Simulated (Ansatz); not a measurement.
## Stationary points along a deformation path in ZnS

Level of theory: DFT r2SCAN, scalar-relativistic, plane waves, PAW (Ansatz 0.2.0). Cutoff 500 eV, Γ-centred 8×8×8 k-points, Gaussian smearing of 0.05 eV. No spin polarisation. Energies are free energies at this smearing, counted from the undisturbed cell; pressure is positive in compression.

The starting cell (as given, not relaxed at this level; it stands at -0.9 GPa):

```
Zn S
1.0
     0.00000    2.70465    2.70465
     2.70465    0.00000    2.70465
     2.70465    2.70465    0.00000
Zn S
1 1
Cartesian
  0.0000 0.0000 0.0000
  4.0570 4.0570 4.0570
```

At fixed volume and fractional coordinates, lengths along (0.000, 0.000, 1.000) are scaled against those across it; ρ is that ratio over its starting value. V = 19.785 Å³/atom. Δσ is the stress along the axis less the mean stress across it (compression positive).

| ρ | ΔE (meV/atom) | Δσ (GPa) | space group |
| --- | --- | --- | --- |
| 0.650 | 217.4 | 11.45 | I-4m2 |
| 0.707 | 146.8 | 9.09 | I-4m2 |
| 0.780 | 81.9 | 7.00 | I-4m2 |
| 0.850 | 38.6 | 5.21 | I-4m2 |
| 0.920 | 11.2 | 3.09 | I-4m2 |
| 0.960 | 2.8 | 1.65 | I-4m2 |
| 1.000 | 0.0 | 0.00 | F-43m |
| 1.050 | 4.6 | -2.34 | I-4m2 |
| 1.100 | 18.5 | -4.99 | I-4m2 |
| 1.200 | 75.1 | -11.11 | I-4m2 |
| 1.300 | 170.8 | -18.16 | I-4m2 |
| 1.414 | 326.2 | -26.98 | I-4m2 |
| 1.500 | 473.9 | -33.84 | I-4m2 |

Task: How does the stress give the slope of the energy, and where is the energy stationary?

Result: Along the path d ln(length) is 2/3 d ln ρ on the axis and −1/3 d ln ρ across it, so dE/d ln ρ = −(2/3) V Δσ: the energy falls with ρ where Δσ is positive. Δσ vanishes or changes sign at ρ = 1.000 (F-43m), a minimum at 0.0 meV/atom. Pairs of stationary points between two samples would go unseen, and could change a minimum read from distant neighbours into a maximum. At ρ = 1.000 the cell is cubic, where symmetry alone makes the stress isotropic and the slope zero.

Task: Which shear constant sets the curvature at ρ = 1?

Result: For a cubic crystal E/V = (2/3) C (ln ρ)² with C = C′ = (C11 − C12)/2, so Δσ = −2C ln ρ. The parabola of Δσ against ln ρ through ρ = 0.960, 1 and 1.050 gives C ≈ 22 GPa with the ions clamped, rough because the steps are large. It is the stress–strain coefficient at this cell's pressure of -0.9 GPa, not the zero-pressure constant.

Task: Integrate that slope from ρ = 1 to 1.200 by the trapezoid rule.

Result: With V/N in Å³ and 1 eV/Å³ = 160.2 GPa the slopes at ρ = 1.000, 1.050, 1.100, 1.200 are 0, 193, 410, 914 meV/atom per unit of ln ρ. The steps add 4.7 + 14.0 + 57.6 = 76.4 meV/atom, against 75.1 from the energies; the trapezoid rule misses the curvature of the slope within each step.